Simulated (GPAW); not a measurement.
# Al2Cu (I4/mmm) in GPAW: further runs

One crystal, Al2Cu, is run at these levels: PBEsol; tasks: relaxation of cell and atoms.

Program: GPAW 26.7.0. These are calculated values, not measurements. Logs are shortened: lines on timing, memory, paths and dates and some standing lists are left out, and cuts for length are marked. The log counts tension as positive stress, the text compression.

### Step 1. The structure

It takes space group I4/mmm (No. 139, tetragonal). Conventional cell: a = 4.061 Å, b = 4.061 Å, c = 5.702 Å, α = 90.00°, β = 90.00°, γ = 90.00°. Around Cu (site symmetry 4/mmm) lie 8 Al at 2.48 Å. Around Al (site symmetry -4m2) lie 4 Cu at 2.48 Å and 2 Al at 2.85 Å.

The cell comes from a database or a generator and needn't be the stable form of this composition.

### Step 2. Relaxation of cell and atoms, PBEsol, target pressure 5 GPa, at which the enthalpy is minimised

run.py

```python
from ase import Atoms
from ase.filters import FrechetCellFilter
from ase.io import write
from ase.optimize import BFGS
from ase.units import GPa
from gpaw import GPAW, PW, setup_paths

setup_paths.insert(0, '.')

atoms = Atoms(['Cu', 'Al', 'Al'],
              cell=[[-2.0303375, 2.0303375, 2.851094],
                    [2.0303375, -2.0303375, 2.851094],
                    [2.0303375, 2.0303375, -2.851094]],
              scaled_positions=[[0.5, 0.5, 0.0],
                                [0.25, 0.75, 0.5],
                                [0.75, 0.25, 0.5]],
              pbc=True)

calc = GPAW(mode=PW(600),
            xc='PBEsol',
            kpts={'size': (7, 7, 7), 'gamma': True},
            occupations={'name': 'fermi-dirac', 'width': 0.05},
            nbands=20,
            convergence={'density': 1e-05, 'forces': 0.0001},
            maxiter=150,
            txt='gpaw.txt')
atoms.calc = calc
opt = BFGS(FrechetCellFilter(atoms, scalar_pressure=5 * GPa), trajectory='relax.traj', logfile='-')
done = opt.run(fmax=0.02, steps=60)
calc.write('gs.gpw')
write('result.traj', atoms)
print('Converged:', done)
print('Cell:', atoms.cell.cellpar().round(4))
print('Volume:', round(atoms.get_volume(), 4))
print(atoms.get_scaled_positions().round(5))
```

Potentials or basis: PAW data sets generated in the run's folder for this functional, pw.

Launch:

```sh
$ gpaw-setup -f PBEsol Al Cu
$ OMP_NUM_THREADS=1 python run.py
```

gpaw.txt:

```text
__  _  _
 | _ |_)|_||  |
 |__||  | ||/\| - 26.7.0

Input parameters:
  mode=PW(ecut=600.0),
  convergence={'density': 1e-05, 'forces': 0.0001},
  kpts=MonkhorstPack(size=(7, 7, 7), gamma=True),
  maxiter=150,
  nbands=20,
  occupations=Occupations(name='fermi-dirac', width=0.05),
  xc=XC(name='PBEsol')

Diagonalizing LCAO Hamiltonian
Converting LCAO to pw mode

       Cu
         Al
            Al

Atoms  # Å, Bohr magnetons
|   | symbol |        x |        y |        z |    initial magnetic moments |
|---|--------|----------|----------|----------|-----------------------------|
| 0 |     Cu | 0.000000 | 0.000000 | 2.851094 | ( 0.0000,  0.0000,  0.0000) |
| 1 |     Al | 2.030337 | 0.000000 | 1.425547 | ( 0.0000,  0.0000,  0.0000) |
| 2 |     Al | 0.000000 | 2.030337 | 1.425547 | ( 0.0000,  0.0000,  0.0000) |

Unit cell  # Å
| periodic |         x |         y |         z |  lengths |     angles |
|----------|-----------|-----------|-----------|----------|------------|
|      yes | -2.030337 |  2.030337 |  2.851094 | 4.046391 | 119.766311 |
|      yes |  2.030337 | -2.030337 |  2.851094 | 4.046391 | 119.766311 |
|      yes |  2.030337 |  2.030337 | -2.851094 | 4.046391 |  90.405241 |

Number of symmetries: 16
Symmetry operations  # r_c * U_cc + t_c -> r_c
|    | kind |            matrix            |
|----|------|------------------------------|
|  0 |  σ   |  1, 1, 1,  0, 0,-1,  0,-1, 0 |
|  1 |  C4  |  1, 1, 1,  0, 0,-1, -1, 0, 0 |
|  2 |  E   |  1, 0, 0,  0, 1, 0,  0, 0, 1 |
|  3 |  σ   |  1, 0, 0,  0, 1, 0, -1,-1,-1 |
|  4 |  σ   |  0, 1, 0,  1, 0, 0,  0, 0, 1 |
|  5 |  C2  |  0, 1, 0,  1, 0, 0, -1,-1,-1 |
|  6 |  C2  |  0, 0, 1, -1,-1,-1,  1, 0, 0 |
|  7 |  S4  |  0, 0, 1, -1,-1,-1,  0, 1, 0 |
|  8 |  C4  |  0, 0,-1,  1, 1, 1,  0,-1, 0 |
|  9 |  σ   |  0, 0,-1,  1, 1, 1, -1, 0, 0 |
| 10 |  σ   |  0,-1, 0, -1, 0, 0,  1, 1, 1 |
| 11 |  C2  |  0,-1, 0, -1, 0, 0,  0, 0,-1 |
| 12 |  C2  | -1, 0, 0,  0,-1, 0,  1, 1, 1 |
| 13 |  i   | -1, 0, 0,  0,-1, 0,  0, 0,-1 |
| 14 |  S4  | -1,-1,-1,  0, 0, 1,  1, 0, 0 |
[... 135 lines left out ...]
SCF iterations
|iter     | |      energy | eigst |  dens |force |
|---------|-|-------------|-------|-------|------|
|iter:   1| |  -15.868100 | +0.46 |       |      |
|iter:   2| |  -13.931656 | -1.52 | -0.68 |      |
|iter:   3| |  -13.045401 | -1.50 | -0.87 |      |
|iter:   4| |  -12.954868 | -2.64 | -1.14 |      |
|iter:   5| |  -12.925706 | -2.76 | -1.35 |      |
|iter:   6| |  -12.919694 | -3.74 | -2.03 |      |
|iter:   7| |  -12.919114c| -3.93 | -2.40 |      |
|iter:   8| |  -12.918988c| -5.21 | -2.96 |      |
|iter:   9| |  -12.918981c| -6.23 | -3.56 |      |
|iter:  10| |  -12.918981c| -8.21c| -4.44 |      |
|iter:  11| |  -12.918981c| -8.94c| -4.84 |      |
|iter:  12| |  -12.918981c|-10.68c| -5.86c|      |
|iter:  13| |  -12.918981c|-10.01c| -6.00c|-17.00c|

Converged in 13 steps
Energy contributions relative to reference atoms: (reference = -58164.735944)

Energy contributions:
  Kinetic:         -10.784622
  Coulomb:          10.693780
  Zero:              0.084317
  External:          0.000000
  Xc:              -12.907611
  Entropy:          -0.009689
  Spinorbit:         0.000000
  ----------------------------
  Free energy:     -12.923825
  Extrapolated:    -12.918981

dipole moment: (-4.532314, -4.532314, 6.364482)  # |e|*Ang

Fermi level: 6.570
Eigenvalues  # (at kpt = [0.000, 0.000, 0.000])
| band index |      eig [eV] | occ [0-2] |
|------------|---------------|-----------|
|          0 |        -3.694 |     2.000 |
|          1 |         1.993 |     2.000 |
|          2 |         2.001 |     2.000 |
|          3 |         2.001 |     2.000 |
|          4 |         2.549 |     2.000 |
|          5 |         2.562 |     2.000 |
|          6 |         9.496 |     0.000 |
|          7 |         9.496 |     0.000 |
[... 19 lines left out ...]
Forces  # eV/Ang
|        x |        y |        z |
|----------|----------|----------|
| -0.00000 | -0.00000 | -0.00000 |  # Cu   0
|  0.00000 |  0.00000 |  0.00000 |  # Al   1
|  0.00000 |  0.00000 | -0.00000 |  # Al   2

Interpolating wave functions to new cell

       Cu
         Al
            Al

Atoms  # Å, Bohr magnetons
|   | symbol |         x |         y |        z |    initial magnetic moments |
|---|--------|-----------|-----------|----------|-----------------------------|
| 0 |     Cu | -0.000000 | -0.000000 | 2.845802 | ( 0.0000,  0.0000,  0.0000) |
| 1 |     Al |  2.025707 | -0.000000 | 1.422901 | ( 0.0000,  0.0000,  0.0000) |
| 2 |     Al | -0.000000 |  2.025707 | 1.422901 | ( 0.0000,  0.0000,  0.0000) |

Unit cell  # Å
| periodic |         x |         y |         z |  lengths |     angles |
|----------|-----------|-----------|-----------|----------|------------|
|      yes | -2.025707 |  2.025707 |  2.845802 | 4.038015 | 119.780349 |
|      yes |  2.025707 | -2.025707 |  2.845802 | 4.038015 | 119.780349 |
|      yes |  2.025707 |  2.025707 | -2.845802 | 4.038015 |  90.380869 |

Number of symmetries: 16
Symmetry operations  # r_c * U_cc + t_c -> r_c
|    | kind |            matrix            |
|----|------|------------------------------|
|  0 |  σ   |  1, 1, 1,  0, 0,-1,  0,-1, 0 |
|  1 |  C4  |  1, 1, 1,  0, 0,-1, -1, 0, 0 |
|  2 |  E   |  1, 0, 0,  0, 1, 0,  0, 0, 1 |
|  3 |  σ   |  1, 0, 0,  0, 1, 0, -1,-1,-1 |
|  4 |  σ   |  0, 1, 0,  1, 0, 0,  0, 0, 1 |
|  5 |  C2  |  0, 1, 0,  1, 0, 0, -1,-1,-1 |
|  6 |  C2  |  0, 0, 1, -1,-1,-1,  1, 0, 0 |
|  7 |  S4  |  0, 0, 1, -1,-1,-1,  0, 1, 0 |
|  8 |  C4  |  0, 0,-1,  1, 1, 1,  0,-1, 0 |
|  9 |  σ   |  0, 0,-1,  1, 1, 1, -1, 0, 0 |
| 10 |  σ   |  0,-1, 0, -1, 0, 0,  1, 1, 1 |
| 11 |  C2  |  0,-1, 0, -1, 0, 0,  0, 0,-1 |
| 12 |  C2  | -1, 0, 0,  0,-1, 0,  1, 1, 1 |
| 13 |  i   | -1, 0, 0,  0,-1, 0,  0, 0,-1 |
| 14 |  S4  | -1,-1,-1,  0, 0, 1,  1, 0, 0 |
[... 673 lines left out ...]
No gap
No difference between direct/indirect transitions

Stress tensor  # eV/Ang^3
|         x |         y |         z |
|-----------|-----------|-----------|
| -0.030197 | -0.000000 | -0.000000 |
| -0.000000 | -0.030197 | -0.000000 |
| -0.000000 | -0.000000 | -0.033610 |

Forces  # eV/Ang
|       x |        y |       z |
|---------|----------|---------|
| 0.00000 | -0.00000 | 0.00000 |  # Cu   0
| 0.00000 | -0.00000 | 0.00000 |  # Al   1
| 0.00000 |  0.00000 | 0.00000 |  # Al   2

Interpolating wave functions to new cell

       Cu
         Al
            Al

Atoms  # Å, Bohr magnetons
|   | symbol |        x |         y |        z |    initial magnetic moments |
|---|--------|----------|-----------|----------|-----------------------------|
| 0 |     Cu | 0.000000 | -0.000000 | 2.820429 | ( 0.0000,  0.0000,  0.0000) |
| 1 |     Al | 2.001412 |  0.000000 | 1.410215 | ( 0.0000,  0.0000,  0.0000) |
| 2 |     Al | 0.000000 |  2.001412 | 1.410215 | ( 0.0000,  0.0000,  0.0000) |

Unit cell  # Å
| periodic |         x |         y |         z |  lengths |     angles |
|----------|-----------|-----------|-----------|----------|------------|
|      yes | -2.001412 |  2.001412 |  2.820429 | 3.995763 | 119.883048 |
|      yes |  2.001412 | -2.001412 |  2.820429 | 3.995763 | 119.883048 |
|      yes |  2.001412 |  2.001412 | -2.820429 | 3.995763 |  90.202686 |
[... 204 lines left out ...]
No gap
No difference between direct/indirect transitions

Stress tensor  # eV/Ang^3
|         x |         y |         z |
|-----------|-----------|-----------|
| -0.029985 | -0.000000 |  0.000000 |
| -0.000000 | -0.029985 |  0.000000 |
|  0.000000 |  0.000000 | -0.033080 |

Forces  # eV/Ang
|        x |       y |        z |
|----------|---------|----------|
|  0.00000 | 0.00000 |  0.00000 |  # Cu   0
|  0.00000 | 0.00000 | -0.00000 |  # Al   1
| -0.00000 | 0.00000 |  0.00000 |  # Al   2

Interpolating wave functions to new cell

       Cu
         Al
            Al

Atoms  # Å, Bohr magnetons
|   | symbol |        x |         y |        z |    initial magnetic moments |
|---|--------|----------|-----------|----------|-----------------------------|
| 0 |     Cu | 0.000000 | -0.000000 | 2.824931 | ( 0.0000,  0.0000,  0.0000) |
| 1 |     Al | 2.000582 |  0.000000 | 1.412465 | ( 0.0000,  0.0000,  0.0000) |
| 2 |     Al | 0.000000 |  2.000582 | 1.412465 | ( 0.0000,  0.0000,  0.0000) |

Unit cell  # Å
| periodic |         x |         y |         z |  lengths |     angles |
|----------|-----------|-----------|-----------|----------|------------|
|      yes | -2.000582 |  2.000582 |  2.824931 | 3.998111 | 119.949470 |
|      yes |  2.000582 | -2.000582 |  2.824931 | 3.998111 | 119.949470 |
|      yes |  2.000582 |  2.000582 | -2.824931 | 3.998111 |  90.087543 |
[... 209 lines left out ...]
Stress tensor  # eV/Ang^3
|         x |         y |         z |
|-----------|-----------|-----------|
| -0.029969 |  0.000000 |  0.000000 |
|  0.000000 | -0.029969 | -0.000000 |
|  0.000000 | -0.000000 | -0.031308 |

Forces  # eV/Ang
|        x |        y |        z |
|----------|----------|----------|
| -0.00000 | -0.00000 | -0.00000 |  # Cu   0
|  0.00000 | -0.00000 | -0.00000 |  # Al   1
| -0.00000 | -0.00000 |  0.00000 |  # Al   2

# Writing to gs.gpw (mode='')
```

It took 2.5 min on 1 thread of Arm Neoverse V1, shared host; peak memory 0.25 GiB.

What came out:

- Free energy: -12.8953 eV
- Relaxed volume: 15.08 Å³/atom
- Relaxed cell: a = 3.998 Å, b = 3.998 Å, c = 3.998 Å, α = 119.95°, β = 119.95°, γ = 90.09°
- Space group after relaxing (to 0.05 Å): Fm-3m (No. 225)
- Energy change on relaxing (the enthalpy is what falls): +9.5 meV/atom
- Ionic steps: 6
- Pressure after relaxing: 4.9 GPa
- Band gap on the k mesh: none (metal or under the smearing width)

Stress tensor (GPa, compression positive):
```
4.80 0.00 0.00
0.00 4.80 0.00
0.00 0.00 5.02
```

Step by step:
```tsv
step	energy change (eV)	largest force (eV/Å)	pressure (GPa)	volume (Å³)
1	0.0000	0.0000	0.40	47.01
2	0.0014	0.0000	1.09	46.71
3	0.0325	0.0000	5.22	45.10
4	0.0302	0.0000	5.02	45.17
5	0.0296	0.0000	4.97	45.19
6	0.0284	0.0000	4.87	45.23
```

Final structure:
```cif
data_structure
_symmetry_space_group_name_H-M 'P 1'
_symmetry_Int_Tables_number 1
_cell_length_a 3.9981
_cell_length_b 3.9981
_cell_length_c 3.9981
_cell_angle_alpha 119.949
_cell_angle_beta 119.949
_cell_angle_gamma 90.088
_cell_volume 45.23
loop_
_atom_site_label
_atom_site_type_symbol
_atom_site_fract_x
_atom_site_fract_y
_atom_site_fract_z
_atom_site_occupancy
Cu1 Cu 0.50000 0.50000 0.00000 1
Al1 Al 0.25000 0.75000 0.50000 1
Al2 Al 0.75000 0.25000 0.50000 1
```

Caveat: with this Cu data set, volumes or pressures lay over 1.5 % or 2 GPa off other programs in two to four cells of ten; later steps reuse the first step's grids.

### Step 3. Relaxation of cell and atoms, PBEsol, target pressure 10 GPa, at which the enthalpy is minimised

run.py, as its differences from that of step 2:

```diff
@@ -27,3 +27,3 @@
 atoms.calc = calc
-opt = BFGS(FrechetCellFilter(atoms, scalar_pressure=5 * GPa), trajectory='relax.traj', logfile='-')
+opt = BFGS(FrechetCellFilter(atoms, scalar_pressure=10 * GPa), trajectory='relax.traj', logfile='-')
 done = opt.run(fmax=0.02, steps=60)
```

Potentials or basis: PAW data sets generated in the run's folder for this functional, pw.

Launch:

```sh
$ gpaw-setup -f PBEsol Al Cu
$ OMP_NUM_THREADS=1 python run.py
```

gpaw.txt:

```text
__  _  _
 | _ |_)|_||  |
 |__||  | ||/\| - 26.7.0

Input parameters:
  mode=PW(ecut=600.0),
  convergence={'density': 1e-05, 'forces': 0.0001},
  kpts=MonkhorstPack(size=(7, 7, 7), gamma=True),
  maxiter=150,
  nbands=20,
  occupations=Occupations(name='fermi-dirac', width=0.05),
  xc=XC(name='PBEsol')

Diagonalizing LCAO Hamiltonian
Converting LCAO to pw mode

       Cu
         Al
            Al

Atoms  # Å, Bohr magnetons
|   | symbol |        x |        y |        z |    initial magnetic moments |
|---|--------|----------|----------|----------|-----------------------------|
| 0 |     Cu | 0.000000 | 0.000000 | 2.851094 | ( 0.0000,  0.0000,  0.0000) |
| 1 |     Al | 2.030337 | 0.000000 | 1.425547 | ( 0.0000,  0.0000,  0.0000) |
| 2 |     Al | 0.000000 | 2.030337 | 1.425547 | ( 0.0000,  0.0000,  0.0000) |

Unit cell  # Å
| periodic |         x |         y |         z |  lengths |     angles |
|----------|-----------|-----------|-----------|----------|------------|
|      yes | -2.030337 |  2.030337 |  2.851094 | 4.046391 | 119.766311 |
|      yes |  2.030337 | -2.030337 |  2.851094 | 4.046391 | 119.766311 |
|      yes |  2.030337 |  2.030337 | -2.851094 | 4.046391 |  90.405241 |
[... 155 lines left out ...]
SCF iterations
|iter     | |      energy | eigst |  dens |force |
|---------|-|-------------|-------|-------|------|
|iter:   1| |  -15.868100 | +0.46 |       |      |
|iter:   2| |  -13.931656 | -1.52 | -0.68 |      |
|iter:   3| |  -13.045401 | -1.50 | -0.87 |      |
|iter:   4| |  -12.954868 | -2.64 | -1.14 |      |
|iter:   5| |  -12.925706 | -2.76 | -1.35 |      |
|iter:   6| |  -12.919694 | -3.74 | -2.03 |      |
|iter:   7| |  -12.919114c| -3.93 | -2.40 |      |
|iter:   8| |  -12.918988c| -5.21 | -2.96 |      |
|iter:   9| |  -12.918981c| -6.23 | -3.56 |      |
|iter:  10| |  -12.918981c| -8.21c| -4.44 |      |
|iter:  11| |  -12.918981c| -8.94c| -4.84 |      |
|iter:  12| |  -12.918981c|-10.68c| -5.86c|      |
|iter:  13| |  -12.918981c|-10.01c| -6.00c|-17.00c|

Converged in 13 steps
Energy contributions relative to reference atoms: (reference = -58164.735944)

Energy contributions:
  Kinetic:         -10.784622
  Coulomb:          10.693780
  Zero:              0.084317
  External:          0.000000
  Xc:              -12.907611
  Entropy:          -0.009689
  Spinorbit:         0.000000
  ----------------------------
  Free energy:     -12.923825
  Extrapolated:    -12.918981
[... 270 lines left out ...]
Stress tensor  # eV/Ang^3
|         x |         y |         z |
|-----------|-----------|-----------|
| -0.009813 | -0.000000 |  0.000000 |
| -0.000000 | -0.009813 | -0.000000 |
|  0.000000 | -0.000000 | -0.015320 |

Forces  # eV/Ang
|       x |       y |        z |
|---------|---------|----------|
| 0.00000 | 0.00000 |  0.00000 |  # Cu   0
| 0.00000 | 0.00000 | -0.00000 |  # Al   1
| 0.00000 | 0.00000 |  0.00000 |  # Al   2

Interpolating wave functions to new cell

       Cu
         Al
            Al

Atoms  # Å, Bohr magnetons
|   | symbol |        x |         y |        z |    initial magnetic moments |
|---|--------|----------|-----------|----------|-----------------------------|
| 0 |     Cu | 0.000000 | -0.000000 | 2.779626 | ( 0.0000,  0.0000,  0.0000) |
| 1 |     Al | 1.973702 |  0.000000 | 1.389813 | ( 0.0000,  0.0000,  0.0000) |
| 2 |     Al | 0.000000 |  1.973702 | 1.389813 | ( 0.0000,  0.0000,  0.0000) |

Unit cell  # Å
| periodic |         x |         y |         z |  lengths |     angles |
|----------|-----------|-----------|-----------|----------|------------|
|      yes | -1.973702 |  1.973702 |  2.779626 | 3.939203 | 119.862208 |
|      yes |  1.973702 | -1.973702 |  2.779626 | 3.939203 | 119.862208 |
|      yes |  1.973702 |  1.973702 | -2.779626 | 3.939203 |  90.238829 |
[... 211 lines left out ...]
Stress tensor  # eV/Ang^3
|         x |         y |         z |
|-----------|-----------|-----------|
| -0.066013 |  0.000000 |  0.000000 |
|  0.000000 | -0.066013 |  0.000000 |
|  0.000000 |  0.000000 | -0.069981 |

Forces  # eV/Ang
|       x |        y |        z |
|---------|----------|----------|
| 0.00000 |  0.00000 | -0.00000 |  # Cu   0
| 0.00000 | -0.00000 |  0.00000 |  # Al   1
| 0.00000 |  0.00000 |  0.00000 |  # Al   2

Interpolating wave functions to new cell

       Cu
         Al
            Al

Atoms  # Å, Bohr magnetons
|   | symbol |         x |         y |        z |    initial magnetic moments |
|---|--------|-----------|-----------|----------|-----------------------------|
| 0 |     Cu | -0.000000 | -0.000000 | 2.784955 | ( 0.0000,  0.0000,  0.0000) |
| 1 |     Al |  1.977323 | -0.000000 | 1.392477 | ( 0.0000,  0.0000,  0.0000) |
| 2 |     Al | -0.000000 |  1.977323 | 1.392477 | ( 0.0000,  0.0000,  0.0000) |
[... 396 lines left out ...]
convergence criteria:
- Maximum integral of absolute [dens]ity change: 1e-05 electrons / valence electron
- Maximum change in the atomic [forces] across last 2 cycles: 0.0001 eV/Ang OR
Maximum error relative to the maximum force is below inf
- Maximum [total energy] change in last 3 cyles: 0.0005 eV / valence electron
- Maximum integral of absolute [eigenst]ate change: 4e-08 eV^2 / valence electron
maximum number of iterations: 150

SCF iterations
|iter     | |      energy | eigst |  dens |force |
|---------|-|-------------|-------|-------|------|
|iter:   1| |  -12.812943 | -4.69 |       |      |
|iter:   2| |  -12.812942 | -7.58c| -3.81 |      |
|iter:   3| |  -12.812941c| -7.40c| -3.90 |      |
|iter:   4| |  -12.812941c| -7.62c| -4.25 |      |
|iter:   5| |  -12.812941c| -7.73c| -4.41 |      |
|iter:   6| |  -12.812941c| -8.23c| -5.37c|      |
|iter:   7| |  -12.812941c| -8.75c| -5.70c|-16.77c|

Converged in 7 steps
Energy contributions relative to reference atoms: (reference = -58164.735944)

Energy contributions:
  Kinetic:          -1.394593
  Coulomb:           3.417497
  Zero:              0.086999
  External:          0.000000
  Xc:              -14.918191
  Entropy:          -0.009307
  Spinorbit:         0.000000
  ----------------------------
  Free energy:     -12.817595
  Extrapolated:    -12.812941
[... 268 lines left out ...]
Stress tensor  # eV/Ang^3
|         x |         y |         z |
|-----------|-----------|-----------|
| -0.062810 | -0.000000 |  0.000000 |
| -0.000000 | -0.062810 |  0.000000 |
|  0.000000 |  0.000000 | -0.063374 |

Forces  # eV/Ang
|       x |        y |        z |
|---------|----------|----------|
| 0.00000 |  0.00000 | -0.00000 |  # Cu   0
| 0.00000 | -0.00000 |  0.00000 |  # Al   1
| 0.00000 |  0.00000 |  0.00000 |  # Al   2

# Writing to gs.gpw (mode='')
```

stdout:

```text
Step          Energy          fmax
BFGS:    0       -9.989572        0.968511
BFGS:    1      -10.024153        0.813326
BFGS:    2      -10.098979        0.109233
BFGS:    3      -10.099640        0.034093
BFGS:    4      -10.099668        0.034225
BFGS:    5      -10.099837        0.013916
Converged: True
Cell: [  3.9477   3.9477   3.9477 119.9802 119.9802  90.0343]
Volume: 43.5163
[[0.5  0.5  1.  ]
 [0.25 0.75 0.5 ]
 [0.75 0.25 0.5 ]]
```

It took 2.4 min on 1 thread of Arm Neoverse V1, shared host; peak memory 0.25 GiB.

Results:

| Item | Value |
| --- | --- |
| Free energy | -12.8159 eV |
| Relaxed volume | 14.51 Å³/atom |
| Relaxed cell | a = 3.948 Å, b = 3.948 Å, c = 3.948 Å, α = 119.98°, β = 119.98°, γ = 90.03° |
| Space group after relaxing (to 0.05 Å) | Fm-3m (No. 225) |
| Energy change on relaxing (the enthalpy is what falls) | +35.9 meV/atom |
| Ionic steps | 6 |
| Pressure after relaxing | 10.1 GPa |
| Band gap on the k mesh | none (metal or under the smearing width) |

Stress tensor (GPa, compression positive):
```
10.06  0.00  0.00
 0.00 10.06  0.00
 0.00  0.00 10.15
```

The path:
| step | energy change (eV) | largest force (eV/Å) | pressure (GPa) | volume (Å³) |
| --- | --- | --- | --- | --- |
| 1 | 0.0000 | 0.0000 | 0.40 | 47.01 |
| 2 | 0.0045 | 0.0000 | 1.87 | 46.39 |
| 3 | 0.1213 | 0.0000 | 10.79 | 43.31 |
| 4 | 0.1055 | 0.0000 | 9.97 | 43.55 |
| 5 | 0.1060 | 0.0000 | 9.99 | 43.55 |
| 6 | 0.1077 | 0.0000 | 10.09 | 43.52 |

Final structure:
```
Cu Al
1.0
    -1.97445    1.97445    2.79062
     1.97445   -1.97445    2.79062
     1.97445    1.97445   -2.79062
Cu Al
1 2
Cartesian
  0.0000 0.0000 2.7906
  1.9744 0.0000 1.3953
  0.0000 1.9744 1.3953
```

Caveat: with this Cu data set, volumes or pressures lay over 1.5 % or 2 GPa off other programs in two to four cells of ten; later steps reuse the first step's grids.
